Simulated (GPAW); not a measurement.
# HfO2 (Fm-3m) in GPAW: elastic constants with RPBE+D3(BJ)

Aim: the elastic constants of HfO2 with RPBE+D3(BJ).

Everything below comes from runs of GPAW 26.7.0. Logs are shortened: lines on timing, memory, paths and dates and some standing lists are left out, and cuts for length are marked. The log counts tension as positive stress, the text compression.

## (1) Starting point

It takes space group Fm-3m (No. 225, cubic). Conventional cell: a = 5.115 Å, b = 5.115 Å, c = 5.115 Å, α = 90.00°, β = 90.00°, γ = 90.00°. Around Hf (site symmetry m-3m) lie 8 O at 2.21 Å. O (site symmetry -43m) has 4 Hf at 2.21 Å as nearest neighbours.

Measurements of this composition are mostly on another form, of space group No. 14.

## (2) Elastic constants, RPBE+D3(BJ), 11.15 Å³/atom

File run.py:

```python
import json
import numpy as np
import spglib
from ase import Atoms
from ase.calculators.mixing import SumCalculator
from ase.constraints import FixSymmetry
from ase.filters import FrechetCellFilter
from ase.io import write
from ase.optimize import BFGS
from ase.stress import full_3x3_to_voigt_6_stress, voigt_6_to_full_3x3_strain, voigt_6_to_full_3x3_stress
from ase.units import GPa
from dftd3.ase import DFTD3
from gpaw import GPAW, PW

atoms = Atoms(['Hf', 'O', 'O'],
              cell=[[0.0, 2.5575, 2.5575],
                    [2.5575, 0.0, 2.5575],
                    [2.5575, 2.5575, 0.0]],
              scaled_positions=[[0.0, 0.0, 0.0],
                                [0.75, 0.75, 0.75],
                                [0.25, 0.25, 0.25]],
              pbc=True)

calc = GPAW(mode=PW(800),
            xc='RPBE',
            kpts={'size': (9, 9, 9), 'gamma': True},
            occupations={'name': 'fermi-dirac', 'width': 0.05},
            nbands=24,
            convergence={'density': 1e-06, 'eigenstates': 1e-09},
            maxiter=150,
            symmetry={'tolerance': 0.001},
            txt='gpaw.txt')
atoms.calc = SumCalculator([calc, DFTD3(method='rpbe', damping='d3bj')])
atoms.set_constraint(FixSymmetry(atoms))
BFGS(FrechetCellFilter(atoms), trajectory='relax.traj', logfile='-').run(fmax=0.005, steps=40)
atoms.set_constraint()
energy = atoms.get_potential_energy()
forces = atoms.get_forces()
stress = atoms.get_stress()
calc.write('gs.gpw')
write('result.traj', atoms)
print('Cell:', atoms.cell.cellpar().round(4))
print(atoms.get_scaled_positions().round(5))

gpts = tuple(int(n) for n in calc.get_number_of_grid_points())
cell = atoms.cell[:].T
dataset = spglib.get_symmetry((atoms.cell[:], atoms.get_scaled_positions(), atoms.numbers), symprec=1e-4)
rotations = [cell @ w @ np.linalg.inv(cell) for w in dataset['rotations']]
strains, clamped, relaxed = [], [], []
for v in [0, 3]:
    for e in (-0.01, 0.01):
        voigt = np.zeros(6)
        voigt[v] = e
        F = voigt_6_to_full_3x3_strain(voigt)
        a = atoms.copy()
        a.set_cell(atoms.cell[:] @ F, scale_atoms=True)
        c = GPAW(mode=PW(800),
                 xc='RPBE',
                 kpts={'size': (9, 9, 9), 'gamma': True},
                 occupations={'name': 'fermi-dirac', 'width': 0.05},
                 nbands=24,
                 convergence={'density': 1e-06, 'eigenstates': 1e-09},
                 maxiter=150,
                 symmetry={'tolerance': 0.001},
                 gpts=gpts,
                 txt=f'strain-{v}{e:+.3f}.txt')
        a.calc = SumCalculator([c, DFTD3(method='rpbe', damping='d3bj')])
        s0 = s1 = a.get_stress() - stress
        BFGS(a, logfile=None).run(fmax=0.003, steps=25)
        s1 = a.get_stress() - stress
        print(v, e, 'clamped', (s0 / GPa).round(3), 'relaxed', (s1 / GPa).round(3), flush=True)
        for R in rotations:  # images under the point group
            eps = R @ (F - np.eye(3)) @ R.T
            strains.append(full_3x3_to_voigt_6_stress(eps) * [1, 1, 1, 2, 2, 2])
            for s, rows in ((s0, clamped), (s1, relaxed)):
                rows.append(full_3x3_to_voigt_6_stress(R @ voigt_6_to_full_3x3_stress(s) @ R.T))

C0, C = (np.linalg.lstsq(np.array(strains), np.array(s), rcond=None)[0].T / GPa for s in (clamped, relaxed))
print('Clamped-ion Cij (GPa):')
print(C0.round(1))
print('Relaxed-ion Cij (GPa):')
print(C.round(1))
json.dump({'clamped': C0.tolist(), 'relaxed': C.tolist()}, open('elastic.json', 'w'))
```

Potentials or basis: the program's PAW data sets (release 1.2.1) made for this functional, pw.

On the command line:

```
OMP_NUM_THREADS=1 python run.py
```

gpaw.txt:

```text
__  _  _
 | _ |_)|_||  |
 |__||  | ||/\| - 26.7.0

Input parameters:
  mode=PW(ecut=800.0),
  convergence={'density': 1e-06, 'eigenstates': 1e-09},
  kpts=MonkhorstPack(size=(9, 9, 9), gamma=True),
  maxiter=150,
  nbands=24,
  occupations=Occupations(name='fermi-dirac', width=0.05),
  symmetry=Symmetry(tolerance=0.001),
  xc=XC(name='RPBE')

Diagonalizing LCAO Hamiltonian
Converting LCAO to pw mode

                   O

           O

       Hf

Atoms  # Å, Bohr magnetons
|   | symbol |        x |        y |        z |    initial magnetic moments |
|---|--------|----------|----------|----------|-----------------------------|
| 0 |     Hf | 0.000000 | 0.000000 | 0.000000 | ( 0.0000,  0.0000,  0.0000) |
| 1 |      O | 3.836250 | 3.836250 | 3.836250 | ( 0.0000,  0.0000,  0.0000) |
| 2 |      O | 1.278750 | 1.278750 | 1.278750 | ( 0.0000,  0.0000,  0.0000) |

Unit cell  # Å
| periodic |        x |        y |        z |  lengths |    angles |
|----------|----------|----------|----------|----------|-----------|
|      yes | 0.000000 | 2.557500 | 2.557500 | 3.616851 | 60.000000 |
|      yes | 2.557500 | 0.000000 | 2.557500 | 3.616851 | 60.000000 |
|      yes | 2.557500 | 2.557500 | 0.000000 | 3.616851 | 60.000000 |
[... 243 lines left out ...]
Gap: 3.925 eV
Transition (v -> c):
  (s=0, k=29, n=11, [0.44, 0.44, -0.11]) -> (s=0, k=0, n=12, [0.00, 0.00, 0.00])
Direct/indirect transitions are different
Direct gap: 4.049 eV
Transition at: (s=0, k=29, n=11, [0.44, 0.44, -0.11])

Stress tensor  # eV/Ang^3
|         x |         y |         z |
|-----------|-----------|-----------|
| -0.016938 | -0.000000 |  0.000000 |
| -0.000000 | -0.016938 |  0.000000 |
|  0.000000 |  0.000000 | -0.016938 |

Forces  # eV/Ang
|        x |        y |        z |
|----------|----------|----------|
|  0.00000 | -0.00000 | -0.00000 |  # Hf   0
| -0.00000 |  0.00000 | -0.00000 |  # O    1
|  0.00000 | -0.00000 |  0.00000 |  # O    2

Interpolating wave functions to new cell

                   O

           O

       Hf

Atoms  # Å, Bohr magnetons
|   | symbol |        x |        y |        z |    initial magnetic moments |
|---|--------|----------|----------|----------|-----------------------------|
| 0 |     Hf | 0.000000 | 0.000000 | 0.000000 | ( 0.0000,  0.0000,  0.0000) |
| 1 |      O | 3.812107 | 3.812107 | 3.812107 | ( 0.0000,  0.0000,  0.0000) |
| 2 |      O | 1.270702 | 1.270702 | 1.270702 | ( 0.0000,  0.0000,  0.0000) |
[... 247 lines left out ...]
Gap: 3.971 eV
Transition (v -> c):
  (s=0, k=29, n=11, [0.44, 0.44, -0.11]) -> (s=0, k=0, n=12, [0.00, 0.00, 0.00])
Direct/indirect transitions are different
Direct gap: 4.103 eV
Transition at: (s=0, k=29, n=11, [0.44, 0.44, -0.11])

Stress tensor  # eV/Ang^3
|         x |         y |         z |
|-----------|-----------|-----------|
| -0.047765 |  0.000000 |  0.000000 |
|  0.000000 | -0.047765 | -0.000000 |
|  0.000000 | -0.000000 | -0.047765 |

Forces  # eV/Ang
|        x |        y |       z |
|----------|----------|---------|
| -0.00000 | -0.00000 | 0.00000 |  # Hf   0
| -0.00000 | -0.00000 | 0.00000 |  # O    1
|  0.00000 |  0.00000 | 0.00000 |  # O    2

Interpolating wave functions to new cell

                   O

           O

       Hf

Atoms  # Å, Bohr magnetons
|   | symbol |        x |        y |        z |    initial magnetic moments |
|---|--------|----------|----------|----------|-----------------------------|
| 0 |     Hf | 0.000000 | 0.000000 | 0.000000 | ( 0.0000,  0.0000,  0.0000) |
| 1 |      O | 3.734534 | 3.734534 | 3.734534 | ( 0.0000,  0.0000,  0.0000) |
| 2 |      O | 1.244845 | 1.244845 | 1.244845 | ( 0.0000,  0.0000,  0.0000) |
[... 248 lines left out ...]
Gap: 4.110 eV
Transition (v -> c):
  (s=0, k=29, n=11, [0.44, 0.44, -0.11]) -> (s=0, k=0, n=12, [0.00, 0.00, 0.00])
Direct/indirect transitions are different
Direct gap: 4.279 eV
Transition at: (s=0, k=29, n=11, [0.44, 0.44, -0.11])

Stress tensor  # eV/Ang^3
|         x |         y |         z |
|-----------|-----------|-----------|
| -0.166523 | -0.000000 |  0.000000 |
| -0.000000 | -0.166523 |  0.000000 |
|  0.000000 |  0.000000 | -0.166523 |

Forces  # eV/Ang
|        x |        y |        z |
|----------|----------|----------|
|  0.00000 | -0.00000 | -0.00000 |  # Hf   0
|  0.00000 |  0.00000 | -0.00000 |  # O    1
| -0.00000 | -0.00000 | -0.00000 |  # O    2

Interpolating wave functions to new cell

                   O

           O

       Hf

Atoms  # Å, Bohr magnetons
|   | symbol |        x |        y |        z |    initial magnetic moments |
|---|--------|----------|----------|----------|-----------------------------|
| 0 |     Hf | 0.000000 | 0.000000 | 0.000000 | ( 0.0000,  0.0000,  0.0000) |
| 1 |      O | 3.741680 | 3.741680 | 3.741680 | ( 0.0000,  0.0000,  0.0000) |
| 2 |      O | 1.247227 | 1.247227 | 1.247227 | ( 0.0000,  0.0000,  0.0000) |
[... 247 lines left out ...]
Gap: 4.097 eV
Transition (v -> c):
  (s=0, k=29, n=11, [0.44, 0.44, -0.11]) -> (s=0, k=0, n=12, [0.00, 0.00, 0.00])
Direct/indirect transitions are different
Direct gap: 4.263 eV
Transition at: (s=0, k=29, n=11, [0.44, 0.44, -0.11])

Stress tensor  # eV/Ang^3
|         x |         y |         z |
|-----------|-----------|-----------|
| -0.154159 | -0.000000 | -0.000000 |
| -0.000000 | -0.154159 | -0.000000 |
| -0.000000 | -0.000000 | -0.154159 |

Forces  # eV/Ang
|        x |       y |        z |
|----------|---------|----------|
|  0.00000 | 0.00000 | -0.00000 |  # Hf   0
|  0.00000 | 0.00000 | -0.00000 |  # O    1
| -0.00000 | 0.00000 | -0.00000 |  # O    2

Interpolating wave functions to new cell

                   O

           O

       Hf

Atoms  # Å, Bohr magnetons
|   | symbol |        x |        y |        z |    initial magnetic moments |
|---|--------|----------|----------|----------|-----------------------------|
| 0 |     Hf | 0.000000 | 0.000000 | 0.000000 | ( 0.0000,  0.0000,  0.0000) |
| 1 |      O | 3.741205 | 3.741205 | 3.741205 | ( 0.0000,  0.0000,  0.0000) |
| 2 |      O | 1.247068 | 1.247068 | 1.247068 | ( 0.0000,  0.0000,  0.0000) |
[... 245 lines left out ...]
Gap: 4.098 eV
Transition (v -> c):
  (s=0, k=29, n=11, [0.44, 0.44, -0.11]) -> (s=0, k=0, n=12, [0.00, 0.00, 0.00])
Direct/indirect transitions are different
Direct gap: 4.264 eV
Transition at: (s=0, k=29, n=11, [0.44, 0.44, -0.11])

Stress tensor  # eV/Ang^3
|         x |         y |         z |
|-----------|-----------|-----------|
| -0.154972 |  0.000000 |  0.000000 |
|  0.000000 | -0.154972 | -0.000000 |
|  0.000000 | -0.000000 | -0.154972 |

Forces  # eV/Ang
|       x |        y |        z |
|---------|----------|----------|
| 0.00000 |  0.00000 | -0.00000 |  # Hf   0
| 0.00000 |  0.00000 | -0.00000 |  # O    1
| 0.00000 | -0.00000 | -0.00000 |  # O    2

# Writing to gs.gpw (mode='')
```

Run time: 13 min. Hardware: 1 thread of Arm Neoverse V1, shared host; peak memory 0.49 GiB.

Results:

- Free energy: -30.7119 eV
- Relaxed volume: 10.34 Å³/atom
- Relaxed cell: a = 3.527 Å, b = 3.527 Å, c = 3.527 Å, α = 60.00°, β = 60.00°, γ = 60.00°
- Space group after relaxing (to 0.05 Å): Fm-3m (No. 225)
- Pressure after relaxing: 0.0 GPa
- Band gap on the k mesh: 4.10 eV, indirect (least direct gap 4.26 eV)
- Elastic constants C11, C12, C44: 626, 135, 85 GPa
- Voigt bulk modulus: 298 GPa
- Bulk modulus (Hill): 298 GPa
- Shear modulus (Hill): 132 GPa
- Young's modulus: 345 GPa
- Poisson's ratio (from the elastic constants): 0.31
- Dispersion energy per atom: -1.374 eV

Caveat: the density grid can change from cell to cell, which puts small steps into energies and stress; spin-orbit coupling is left out, which moves the levels of the heavy elements; an odd mesh through Γ misses points on the zone boundary, where band edges often lie.
